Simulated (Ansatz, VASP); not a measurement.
## One calculation of Al, two programs

```
Al
1.0
     5.67885    0.00000    0.00000
     0.00000    5.67885    0.00000
     0.00000    0.00000   21.14135
Al
12
Direct
  0.25000 0.25000 0.18920
  0.25000 0.75000 0.18920
  0.75000 0.25000 0.18920
  0.75000 0.75000 0.18920
  0.00000 0.00000 0.28708
  0.00000 0.50000 0.28708
  0.50000 0.00000 0.28708
  0.50000 0.50000 0.28708
  0.25000 0.25000 0.38509
  0.25000 0.75000 0.38509
  0.75000 0.25000 0.38509
  0.75000 0.75000 0.38509
```

Alike in both runs: task single point; functional PBEsol; k mesh 5 × 5 × 1; occupations gaussian, width 0.1 eV; no spin polarisation.

|  | VASP | Ansatz |
| --- | --- | --- |
| version | VASP 6.6.1 | Ansatz 0.2.0 |
| potentials or method | VASP PAW PBE potentials, release 64 (Al) | scalar-relativistic, plane waves, PAW |
| plane-wave cutoff (eV) | 520 | 420 |
| valence electrons in the cell | 36 | 36 |

```csv
,VASP,Ansatz,Ansatz less VASP
gap on the k mesh at the Fermi level (eV),none,none,-
rms of the force components (eV/Å),0.008,0.008,+0.0005
"work function, face that differs most (eV)",4.55,4.55,-0.001
```

Atom by atom the forces differ by 0.001 eV/Å (rms over components). A gap of «none» marks a metal or a gap that the smearing closes.

Caveats: the PAW data sets were made with another functional, which shifts forces and pressure a little (VASP).
